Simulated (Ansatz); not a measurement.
Crystal: FeO (Wuestite).

```xyz
2
Lattice="0.0000 2.1554 2.1554 2.1554 0.0000 2.1554 2.1554 2.1554 0.0000" Properties=species:S:1:pos:R:3 pbc="T T T"
Fe    0.0000    0.0000    0.0000
O     2.1554    2.1554    2.1554
```

Below is the output of Ansatz 0.2.0 for this cell. Logs are shortened: lines on timing, memory, paths and dates and some standing lists are left out, and cuts for length are marked.

```text
Warning: RAYON_NUM_THREADS=2 ignored (pool sized by the plan → 2); use --threads N
LAPW: plane waves up to 9.574 Å⁻¹, error target 1.0e-3 eV per atom; O in spheres of 0.981 Å, 8 of its electrons in bands, Dirac shells []; Fe in spheres of 1.175 Å, 16 of its electrons in bands, Dirac shells [] (how accurate: hamiltonian.pseudopotentials.lapw.basis_error, Limitations)
Engine: ansatz 0.2.0, aarch64-unknown-linux-gnu
Pseudopotentials: kind: all_electron
Pseudopotential: Fe, LAPW, valence charge 16, lapw/all_electron/none/Fe, Schrödinger's equation, point nucleus
Pseudopotential: O, LAPW, valence charge 8, lapw/all_electron/none/O, Schrödinger's equation, point nucleus
Functional definition: PBEsol
  exchange = pbesol_x
  correlation = pbesol_c
Crystal: 2 atoms, lattice volume = 20.027 Å³
Basis set: ecut = 349.24288793669103 eV, 307 PW (Γ), exchange–correlation at level 2
Bands: 18, of which v1, the nominal top of the filled ones, is band 12 counted from 1 (11 counted from 0)
Symmetry: 48 space group operations
Space group: Fm-3m (ITA 225), of the structure as read, at distance tolerance 2.7e-5 Å
Magnetic group: BNS 225.116 (UNI 1618), of the structure as read, at distance tolerance 2.7e-5 Å
k-points: 56 of 1331
Non-local potential: Fe, projectors of the file, none
Non-local potential: O, projectors of the file, none
Initial density: superposition of atomic densities (chi_scale 0.1, normalization cell, long waves kept (reshape's long-wave potential 0.00 eV rms))
Starting moments: Σ|m| = 3 μB on 1 of 2 sites
Initial wavefunctions: plane waves of lowest kinetic energy (no species holds an atomic orbital)
Functional: x = pbesol(κ = 0.804, μ = 0.12345679012345678), c = pbesol(β = 0.046)
iter 1 solved again at ethr=6.81e-3 eV; its pass at ethr=1.00e-1 eV (dr2=1.63e0 eV) is discarded
SCF iter   1: F=—  HF=-36394.681003 eV  |F-HF|=—  |Δ(HF+E_count)|=         —  Δρ=6.11e-2 (↑5.44e-2 ↓6.11e-2)  dr2=1.63e0  dr2_m=2.83e-1  M=4.001 μB ∫|m|=4.002 μB  β_m=0.30  ethr=6.81e-3  ⟨swp⟩=2.0  Hψ=13095  notcnv=0
Mixer restart at iter 1: flushing history
[... 13 lines left out ...]
SCF iter  11: F=-36393.689611 eV  HF=-36393.689611 eV  |F-HF|=1.67e-10  |Δ(HF+E_count)|=   1.83e-8  Δρ=5.51e-7 (↑2.60e-7 ↓5.51e-7)  dr2=9.39e-11  dr2_m=1.49e-11  M=4.000 μB ∫|m|=4.011 μB  ethr=2.76e-11  ⟨swp⟩=2.8  Hψ=5624  notcnv=0
SCF 1 converged in 11 iterations: F = -36393.689611 eV  dr2 = 9.39e-11
NSCF: frozen V_eff on 57 k-points
SCF converged after 11 iterations
Magnetization: 4.0000 μB (14.0000 up, 10.0000 down)
Absolute magnetization: 4.0107 μB (∫|ρ↑−ρ↓|)
Spin contamination: 0.0109 ħ² per cell (⟨S²⟩ above its minimum at these occupations)
Per-site moments (μB) at R_I (Å): [(3.606259379889547, 1.174717357424333), (0.33719612329300874, 0.9806826104577041)]
Free energy (F): -36393.689611 eV
Harris-Foulkes:  -36393.689611 eV  (|F-HF|=1.67e-10)
Internal energy: -36393.677867 eV  (E = F + TS)
E sigma→0 (E₀):  -36393.683739 eV
Entropy (-TS):   -0.011744 eV (-5.872 meV/atom)
Fermi energy:    14.494823 eV
--- Per-component energies (eV) ---
  E_band       = -1239.371953
  E_kinetic    = 36352.181970
  E_xc         = -1704.357293
  E_electrostatic = -71041.502543  (all electrons and nuclei)
  E_smearing   = -0.011744  (= −TS)
  E_closure    = 0.000000  (closes the sum)
  E_atoms      = -36376.778708  (free atoms, spherical and without spin; not in F)
  Σ components = -36393.689611   (vs F -36393.689611, Δ=0.00e0)
  Basis errors (estimates in eV, not in F): energy 3.5e-4 per atom: plane waves 3.2e-4 (1.8e-4 summed), levels above the bands 3.8e-128, relativity 0.0e0, radial functions 3.6e-5, core shells 2.5e-8; eigenvalues (radial functions only) 5.3e-5; not estimated: angular momenta, meshes, grids; target (lapw.basis_error) 1.0e-3; muffin-tin radii O 0.981 Å, Fe 1.175 Å
--- Forces (eV/Å), atoms counted from 1 ---
  atom   1  Fe    -0.00000000    -0.00000000    -0.00000000
  atom   2  O      0.00000000     0.00000000    -0.00000000
  max |Σ_I F_I| component: 1.05e-29 eV/Å
--- Stress (GPa, compression-positive) ---
       -7.713375       0.000000      -0.000000
        0.000000      -7.713375       0.000000
       -0.000000       0.000000      -7.713375
  P = ⅓ Tr σ = -7.7134 GPa (-77.134 kbar)
--- Band table (eV; the first three rows and the last of 112) ---
  k-point 0 ↑: bands = ["-490.4949", "-72.7737", "-40.5988", "-40.5988", "-40.5988", "-6.0917", "10.6113", "10.6113", "10.6113", "10.6790", "10.6790", "10.6790", "10.8128", "10.8128", "14.7254", "29.5935", "31.3308", "31.3308"]
  k-point 1 ↑: bands = ["-490.4949", "-72.7732", "-40.6034", "-40.5994", "-40.5994", "-6.0092", "9.7701", "9.8766", "9.8766", "10.6934", "10.6934", "11.0088", "11.6301", "11.6301", "15.2893", "28.2906", "31.0961", "31.0961"]
  k-point 2 ↑: bands = ["-490.4949", "-72.7718", "-40.6155", "-40.6010", "-40.6010", "-5.7795", "8.5381", "9.1229", "9.1229", "10.8553", "10.8553", "11.2268", "12.4889", "12.4889", "16.4506", "26.3238", "30.1443", "30.1443"]
  k-point 55 ↓: bands = ["-490.1966", "-68.6759", "-36.6328", "-36.6296", "-36.6108", "-4.2169", "8.3000", "8.3733", "9.1506", "14.2847", "14.6263", "15.2381", "15.5630", "16.3164", "23.4551", "24.1003", "24.1210", "27.6056"]
```

**Question.** What input gives this log?

**Answer.** Band structure with PBEsol, collinear spin, ferromagnetic start. The files as run (others can give the same):

input.yaml
```yaml
crystal:
  lattice:
    - [0.0, 2.1554, 2.1554]
    - [2.1554, 0.0, 2.1554]
    - [2.1554, 2.1554, 0.0]
  atoms:
    - { symbol: Fe, position: [0.0, 0.0, 0.0], spin: 3.0 }
    - { symbol: O, position: [0.5, 0.5, 0.5] }
kpoints:
  mp_grid: { grid: [11, 11, 11] }
  band_path:
    path:
      - [0.0, 0.0, 0.0]
      - [0.5, 0.0, 0.5]
      - [0.5, 0.25, 0.75]
      - [0.375, 0.375, 0.75]
      - [0.0, 0.0, 0.0]
      - [0.5, 0.5, 0.5]
      - [0.625, 0.25, 0.625]
      - [0.5, 0.25, 0.75]
    npoints: 8
scf:
  occupations: { method: fermi_dirac, width: 0.05 }
hamiltonian:
  xc: pbesol
  pseudopotentials:
    kind: all_electron
    lapw: { basis_error: 0.001 }
    relativity: none
magnetization:
  spin_polarized: true
output:
  forces: true
  stress: true
  eigenvalues: true
```

Potentials or basis: all-electron LAPW, non-relativistic.
Run with:
```console
$ ansatz run input.yaml --threads 2 --pin off --max-ram 6144MiB --backend cpu --events-out ev --progress --plain --runs-dir out
```

Caveat: a cell with one magnetic atom can't hold antiferromagnetic order, which such compounds often take; semilocal functionals often make such compounds metallic where correlation or magnetic order opens a gap, which also shifts bond lengths.
